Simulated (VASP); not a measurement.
# In (Pmmm) in VASP: further runs, part 2 of 2

VASP 6.6.1. Earlier steps stand in the parts before.

## Step 4: Band structure, PBE

Contents of INCAR:

```
ALGO = Normal
EDIFF = 1E-7
ENCUT = 600
GGA = PE
ISIF = 2
ISMEAR = -1
LASPH = True
LCHARG = False
LREAL = False
LWAVE = False
NBANDS = 26
NELM = 60
PREC = Accurate
SIGMA = 0.05
```

Contents of KPOINTS:

```
k-points
0
Gamma
  9 6 4
```

Contents of POSCAR:

```
In
1.0
    3.0621500000      0.0000000000      0.0000000000
    0.0000000000      4.7486900000      0.0000000000
    0.0000000000      0.0000000000      6.8926300000
In
3
Direct
    0.0000000000      0.0000000000      0.2787000000
    0.0000000000      0.0000000000      0.7213000000
    0.0000000000      0.5000000000      0.0000000000
```

Contents of KPOINTS_OPT:

```
path GXSYGZURTZ,YT,UX,SR
20
line-mode
reciprocal
 0.0000000000  0.0000000000  0.0000000000  G
 0.5000000000  0.0000000000  0.0000000000  X

 0.5000000000  0.0000000000  0.0000000000  X
 0.5000000000  0.5000000000  0.0000000000  S

 0.5000000000  0.5000000000  0.0000000000  S
 0.0000000000  0.5000000000  0.0000000000  Y

 0.0000000000  0.5000000000  0.0000000000  Y
 0.0000000000  0.0000000000  0.0000000000  G

 0.0000000000  0.0000000000  0.0000000000  G
 0.0000000000  0.0000000000  0.5000000000  Z

 0.0000000000  0.0000000000  0.5000000000  Z
 0.5000000000  0.0000000000  0.5000000000  U

 0.5000000000  0.0000000000  0.5000000000  U
 0.5000000000  0.5000000000  0.5000000000  R

 0.5000000000  0.5000000000  0.5000000000  R
 0.0000000000  0.5000000000  0.5000000000  T

 0.0000000000  0.5000000000  0.5000000000  T
 0.0000000000  0.0000000000  0.5000000000  Z

 0.0000000000  0.5000000000  0.0000000000  Y
 0.0000000000  0.5000000000  0.5000000000  T

 0.5000000000  0.0000000000  0.5000000000  U
 0.5000000000  0.0000000000  0.0000000000  X

 0.5000000000  0.5000000000  0.0000000000  S
 0.5000000000  0.5000000000  0.5000000000  R
```

Potentials or basis: VASP PAW PBE potentials, release 54 (In_d).

Launch:

```bash
$ cat potpaw_PBE.54/In_d/POTCAR > POTCAR
$ mpirun -np 1 vasp_std > vasp.out
```

It took 4.7 min on 1 thread of Intel Xeon 6975P-C (Granite Rapids), shared host; peak memory 0.39 GiB.

Results (log left out):

| Property | Result |
| --- | --- |
| Free energy | -7.1951 eV |
| Pressure | 0.1 GPa |
| Largest force | 0.037 eV/Å |
| Band gap along the path | none (metal or under the smearing width) |

Forces on the atoms (eV/Å):
```
In   0.000  0.000  0.037
In   0.000  0.000 -0.037
In   0.000  0.000  0.000
```

Stress tensor (GPa, compression positive):
```
 0.99  0.00  0.00
 0.00  0.10  0.00
 0.00  0.00 -0.86
```

Levels at the corners of the path, in eV from the Fermi level:
| point | band 16 | band 17 | band 18 | band 19 | band 20 | band 21 | band 22 | band 23 | band 24 | band 25 |
| --- | --- | --- | --- | --- | --- | --- | --- | --- | --- | --- |
| Γ | -8.60 | -5.47 | -4.80 | -1.18 | 0.19 | 2.20 | 2.46 | 3.92 | 4.85 | 5.50 |
| X | -5.01 | -3.04 | -1.91 | -1.38 | -0.29 | 0.43 | 1.55 | 3.77 | 5.12 | 5.47 |
| X | -5.01 | -3.04 | -1.91 | -1.38 | -0.29 | 0.43 | 1.55 | 3.77 | 5.12 | 5.47 |
| S | -3.80 | -2.99 | -1.83 | -1.12 | -0.74 | -0.06 | 0.06 | 0.96 | 3.72 | 4.45 |
| S | -3.80 | -2.99 | -1.83 | -1.12 | -0.74 | -0.06 | 0.06 | 0.96 | 3.72 | 4.45 |
| Y | -7.33 | -6.49 | -4.57 | -2.82 | -1.85 | 0.28 | 5.88 | 6.74 | 7.55 | 8.38 |
| Y | -7.33 | -6.49 | -4.57 | -2.82 | -1.85 | 0.28 | 5.88 | 6.74 | 7.55 | 8.38 |
| Γ | -8.60 | -5.47 | -4.80 | -1.18 | 0.19 | 2.20 | 2.46 | 3.92 | 4.85 | 5.50 |
| Γ | -8.60 | -5.47 | -4.80 | -1.18 | 0.19 | 2.20 | 2.46 | 3.92 | 4.85 | 5.50 |
| Z | -8.19 | -7.15 | -2.30 | -0.79 | -0.67 | 0.85 | 2.20 | 2.79 | 6.16 | 7.16 |
| Z | -8.19 | -7.15 | -2.30 | -0.79 | -0.67 | 0.85 | 2.20 | 2.79 | 6.16 | 7.16 |
| U | -4.65 | -3.60 | -2.57 | -1.70 | 1.68 | 1.93 | 1.94 | 2.09 | 3.75 | 5.40 |
| U | -4.65 | -3.60 | -2.57 | -1.70 | 1.68 | 1.93 | 1.94 | 2.09 | 3.75 | 5.40 |
| R | -3.03 | -2.94 | -2.87 | -1.36 | -1.09 | -0.78 | 0.24 | 3.64 | 3.94 | 4.42 |
| R | -3.03 | -2.94 | -2.87 | -1.36 | -1.09 | -0.78 | 0.24 | 3.64 | 3.94 | 4.42 |
| T | -6.56 | -6.40 | -6.40 | -2.65 | 0.70 | 0.90 | 2.90 | 3.65 | 8.08 | 9.28 |
| T | -6.56 | -6.40 | -6.40 | -2.65 | 0.70 | 0.90 | 2.90 | 3.65 | 8.08 | 9.27 |
| Z | -8.19 | -7.15 | -2.30 | -0.79 | -0.67 | 0.85 | 2.20 | 2.79 | 6.16 | 7.16 |
| Y | -7.33 | -6.49 | -4.57 | -2.82 | -1.85 | 0.28 | 5.88 | 6.74 | 7.55 | 8.38 |
| T | -6.56 | -6.40 | -6.40 | -2.65 | 0.70 | 0.90 | 2.90 | 3.65 | 8.08 | 9.27 |
| U | -4.65 | -3.60 | -2.57 | -1.70 | 1.68 | 1.93 | 1.94 | 2.09 | 3.75 | 5.40 |
| X | -5.01 | -3.04 | -1.91 | -1.38 | -0.29 | 0.43 | 1.55 | 3.77 | 5.12 | 5.47 |
| S | -3.80 | -2.99 | -1.83 | -1.12 | -0.74 | -0.06 | 0.06 | 0.96 | 3.72 | 4.45 |
| R | -3.03 | -2.94 | -2.87 | -1.36 | -1.09 | -0.78 | 0.24 | 3.64 | 3.94 | 4.42 |

Caveat: spin-orbit coupling is left out, which moves the levels of the heavy elements.

## Step 5: Band structure, PBE

INCAR, as its differences from that of step 4:

```diff
@@ -10,3 +10,3 @@
 LWAVE = False
-NBANDS = 26
+NBANDS = 12
 NELM = 60
```

KPOINTS is that of step 4.

POSCAR is that of step 4.

KPOINTS_OPT is that of step 4.

Potentials or basis: VASP PAW PBE potentials, release 54 (In).

Launch:

```bash
$ cat potpaw_PBE.54/In/POTCAR > POTCAR
$ mpirun -np 1 vasp_std > vasp.out
```

OUTCAR:

```text
EDIFF = 1E-7
   ENCUT = 600
   GGA = PE
   ISIF = 2
   ISMEAR = -1
   LASPH = True
   LREAL = False
   NELM = 60
   PREC = Accurate

 ion  position               nearest neighbor table
   1  0.000  0.000  0.279-   2 3.05   3 3.05   3 3.05   2 3.84
   2  0.000  0.000  0.721-   1 3.05   3 3.05   3 3.05   1 3.84
   3  0.000  0.500  0.000-   1 3.05   2 3.05   1 3.05   2 3.05

  LATTYP: Found a simple orthorhombic cell.
 ALAT       =     3.0621500000
 B/A-ratio  =     1.5507698839
 C/A-ratio  =     2.2509119410

[... 552 lines left out ...]

  FORCE on cell =-STRESS in cart. coord.  units (eV):
  Direction    XX          YY          ZZ          XY          YZ          ZX
  --------------------------------------------------------------------------------------
  -------------------------------------------------------------------------------------
  Total        0.6041846      0.0456973     -0.5775157      0.0000000      0.0000000      0.0000000
  in kB        9.6581726      0.7304920     -9.2318590      0.0000000      0.0000000      0.0000000
  external PRESSURE =       0.3856019 kB  Pullay stress =       0.0000000 kB

 VOLUME and BASIS-vectors are now :
 -----------------------------------------------------------------------------
  energy-cutoff  :      600.00
  volume of cell :      100.23
      direct lattice vectors                 reciprocal lattice vectors
     3.062150000  0.000000000  0.000000000     0.326567934  0.000000000  0.000000000
     0.000000000  4.748690000  0.000000000     0.000000000  0.210584393  0.000000000
     0.000000000  0.000000000  6.892630000     0.000000000  0.000000000  0.145082501

 POSITION                                       TOTAL-FORCE (eV/Angst)
 -----------------------------------------------------------------------------------
      0.00000      0.00000      1.92098         0.000000     -0.000000      0.042141
      0.00000      0.00000      4.97165         0.000000      0.000000     -0.042141
      0.00000      2.37434      0.00000         0.000000      0.000000      0.000000
 -----------------------------------------------------------------------------------
    total drift:                                0.000000      0.000000     -0.000000

  FREE ENERGIE OF THE ION-ELECTRON SYSTEM (eV)
  ---------------------------------------------------
  free  energy   TOTEN  =        -7.1763600103 eV

  energy  without entropy=       -7.1642031169  energy(sigma->0) =       -7.17028156
```

OSZICAR:

```text
N       E                     dE             d eps       ncg     rms          rms(c)
DAV:   1     0.224217390328E+02    0.22422E+02   -0.28093E+03  1440   0.571E+02
DAV:   2    -0.566284358915E+01   -0.28085E+02   -0.27342E+02  1916   0.720E+01
DAV:   3    -0.723652168000E+01   -0.15737E+01   -0.15479E+01  1800   0.186E+01
[... 38 lines left out ...]
DAV:   8    -0.406642868878E+03   -0.22837E-07     1352
       N       E                     dE             ncg
DAV:   1     0.156650431191E+04   -0.16300E+05     1440
DAV:   2    -0.124688285706E+03   -0.16912E+04     1940
DAV:   3    -0.219431882275E+03   -0.94744E+02     1900
DAV:   4    -0.220601187332E+03   -0.11693E+01     1768
DAV:   5    -0.220611534530E+03   -0.10347E-01     1744
DAV:   6    -0.220611648730E+03   -0.11420E-03     1856
DAV:   7    -0.220611650098E+03   -0.13683E-05     1832
DAV:   8    -0.220611650111E+03   -0.13138E-07     1624
```

stdout:

```text
POSCAR found type information on POSCAR In
 POSCAR found :  1 types and       3 ions
 scaLAPACK will be used
 LDA part: xc-table for (Slater+PW92), standard interpolation
 POSCAR, INCAR and KPOINTS ok, starting setup
 FFT: planning ... GRIDC
 FFT: planning ... GRID_SOFT
 FFT: planning ... GRID
 WAVECAR not read
 entering main loop
 Start KPOINTS_OPT (optional k-point list driver)
k-point batch [1-60\240]
k-point batch [61-120\240]
k-point batch [121-180\240]
k-point batch [181-240\240]
```

It took 1.7 min on 1 thread of Intel Xeon 6975P-C (Granite Rapids), shared host; peak memory 0.3 GiB.

What came out:

* Free energy: -7.1764 eV
* Pressure: 0.0 GPa
* Largest force: 0.042 eV/Å
* Band gap along the path: none (metal or under the smearing width)

Forces on the atoms (eV/Å):
```
In   0.000  0.000  0.042
In   0.000  0.000 -0.042
In   0.000  0.000  0.000
```

Stress tensor (GPa, compression positive):
```
 0.97  0.00  0.00
 0.00  0.07  0.00
 0.00  0.00 -0.92
```

Levels at the corners of the path, in eV from the Fermi level:
```tsv
point	band 2	band 3	band 4	band 5	band 6	band 7	band 8	band 9
Γ	-5.49	-4.81	-1.18	0.18	2.21	2.48	3.92	4.84
X	-3.05	-1.89	-1.36	-0.29	0.43	1.57	3.80	5.13
X	-3.05	-1.89	-1.36	-0.29	0.43	1.57	3.80	5.13
S	-2.98	-1.84	-1.12	-0.72	-0.05	0.06	0.97	3.73
S	-2.98	-1.84	-1.12	-0.72	-0.05	0.06	0.97	3.73
Y	-6.51	-4.61	-2.83	-1.86	0.27	5.89	6.74	7.55
Y	-6.51	-4.61	-2.83	-1.86	0.27	5.89	6.74	7.55
Γ	-5.49	-4.81	-1.18	0.18	2.21	2.48	3.92	4.84
Γ	-5.49	-4.81	-1.18	0.18	2.21	2.48	3.92	4.84
Z	-7.15	-2.30	-0.80	-0.67	0.84	2.19	2.79	6.16
Z	-7.15	-2.30	-0.80	-0.67	0.84	2.19	2.79	6.16
U	-3.60	-2.59	-1.71	1.69	1.96	1.98	2.11	3.77
U	-3.60	-2.59	-1.71	1.69	1.96	1.98	2.11	3.77
R	-2.94	-2.87	-1.36	-1.09	-0.80	0.25	3.66	3.93
R	-2.94	-2.87	-1.36	-1.09	-0.80	0.25	3.66	3.93
T	-6.43	-6.41	-2.65	0.70	0.91	2.91	3.65	8.04
T	-6.43	-6.41	-2.65	0.70	0.91	2.91	3.65	8.04
Z	-7.15	-2.30	-0.80	-0.67	0.84	2.19	2.79	6.16
Y	-6.51	-4.61	-2.83	-1.86	0.27	5.89	6.74	7.55
T	-6.43	-6.41	-2.65	0.70	0.91	2.91	3.65	8.04
U	-3.60	-2.59	-1.71	1.69	1.96	1.98	2.11	3.77
X	-3.05	-1.89	-1.36	-0.29	0.43	1.57	3.80	5.13
S	-2.98	-1.84	-1.12	-0.72	-0.05	0.06	0.97	3.73
R	-2.94	-2.87	-1.36	-1.09	-0.80	0.25	3.66	3.93
```

Caveat: spin-orbit coupling is left out, which moves the levels of the heavy elements.

## Step 6: Summary

| potentials or basis | pressure (GPa) | largest force (eV/Å) |
| --- | --- | --- |
| VASP PAW PBE potentials, release 64 (In_d_GW) | -0.1 | 0.04 |
| VASP PAW PBE potentials, release 54 (In_d) | 0.1 | 0.04 |
| VASP PAW PBE potentials, release 54 (In) | 0.0 | 0.04 |

Alike in all rows: task band structure; level PBE; no spin polarisation; cell as given; k mesh 9 × 6 × 4; cutoff (eV) 600; smearing fermi-dirac 0.05 eV.

Caveats: spin-orbit coupling is left out, which moves the levels of the heavy elements.

Total energies depend on the potentials used, so only differences within one code and one set of settings carry meaning.
